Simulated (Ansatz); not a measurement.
Crystal: Si2W.

```xyz
9
Lattice="4.6169 0.0000 0.0000 -2.3084 3.9983 0.0000 0.0000 0.0000 6.6532" Properties=species:S:1:pos:R:3 pbc="T T T"
W     2.3084    0.0000    3.3266
W     1.1542    1.9992    5.5444
W    -1.1542    1.9992    1.1089
Si    1.1332    0.6542    1.1089
Si    3.4837    0.6542    5.5444
Si    0.0000    1.3085    3.3266
Si    1.1753    3.3441    1.1089
Si   -1.1753    3.3441    5.5444
Si    2.3084    2.6899    3.3266
```

Measurements of this composition are mostly on another form, of space group No. 139.

Base run:

| Quantity | Value |
| --- | --- |
| Program | Ansatz 0.2.0 |
| Functional | PBEsol |
| Potentials or basis | Ansatz PAW |
| Cutoff | 420 eV (not typed: the program's choice for these potentials) |
| k mesh | 7 × 7 × 4 |
| Occupations | fermi-dirac, width 0.05 eV |
| Spin | no spin polarisation |
| Hubbard terms | W d U = 4 eV |

Its results: band gap on the k mesh 0.55 eV, indirect (least direct gap 1.01 eV); pressure -6.4 GPa; largest force 0.010 eV/Å.

The run is repeated on the same cell with these changes: hubbard terms from W d U = 4 eV to W d U = 2 eV. What comes out?

Band gap on the k mesh 0.37 eV, indirect (least direct gap 0.82 eV); pressure -6.0 GPa; largest force 0.026 eV/Å.

Caveats: odd divisions of the mesh miss points on the zone boundary, where band edges often lie, so the gap on the mesh can be too wide; spin-orbit coupling is left out, which moves the levels of the heavy elements; the PAW data sets come from PBE, with cores solved anew for the run's functional, which leaves a small shift of forces and pressure; the U is typed as a test and isn't derived for this compound.

A k mesh can miss the band edges.
